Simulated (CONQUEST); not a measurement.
SnSe:

```
CELL_PARAMETERS angstrom
4.19000 0.00000 0.00000
0.00000 4.46000 0.00000
0.00000 0.00000 11.42000
ATOMIC_POSITIONS crystal
Sn 0.75014 0.90992 0.87532
Sn 0.24558 0.41107 0.62557
Sn 0.74919 0.59463 0.37286
Sn 0.26253 0.08547 0.12656
Se 0.76315 0.98880 0.64479
Se 0.25954 0.48444 0.85588
Se 0.75453 0.50909 0.14295
Se 0.23136 0.01167 0.36049
```

The cell isn't the ideal one: atoms moved at random, drawn with an rms of 0.05 Å.

Base run:

- Program: CONQUEST 1.3
- Functional: PBE
- Potentials or basis: PseudoDojo NC PBE, DZP, grid cutoff 120 Ha
- k mesh: 6 × 6 × 3
- Occupations: fermi-dirac, width 0.05 eV
- Spin: no spin polarisation

Its results: band gap on the k mesh 0.62 eV, indirect (least direct gap 0.75 eV); pressure 4.3 GPa; largest force 0.923 eV/Å.

Q: After a change of settings the same cell gave: band gap on the k mesh 0.88 eV, indirect (least direct gap 1.04 eV); pressure 6.0 GPa; largest force 0.943 eV/Å. Which change was it?
A. potentials or basis from PseudoDojo NC PBE, DZP, grid cutoff 120 Ha to PseudoDojo NC PBE, SZ, grid cutoff 120 Ha
B. potentials or basis from PseudoDojo NC PBE, DZP, grid cutoff 120 Ha to PseudoDojo NC PBE, DZP, multi-site functions of range 10 bohr, grid cutoff 120 Ha
C. potentials or basis from PseudoDojo NC PBE, DZP, grid cutoff 120 Ha to PseudoDojo NC PBE, DZP, grid cutoff 200 Ha
D. potentials or basis from PseudoDojo NC PBE, DZP, grid cutoff 120 Ha to PseudoDojo NC PBE, DZP, multi-site functions of range 6.5 bohr, grid cutoff 120 Ha

A: D.

Caveats: spin-orbit coupling is left out, which moves the levels of the heavy elements; an odd mesh through Γ misses points on the zone boundary, where band edges often lie; the basis of atomic orbitals isn't converged, which shifts pressures, moduli and gaps; multi-site functions contract the basis, which raises the energy a little and makes forces and stress less exact (some runs).
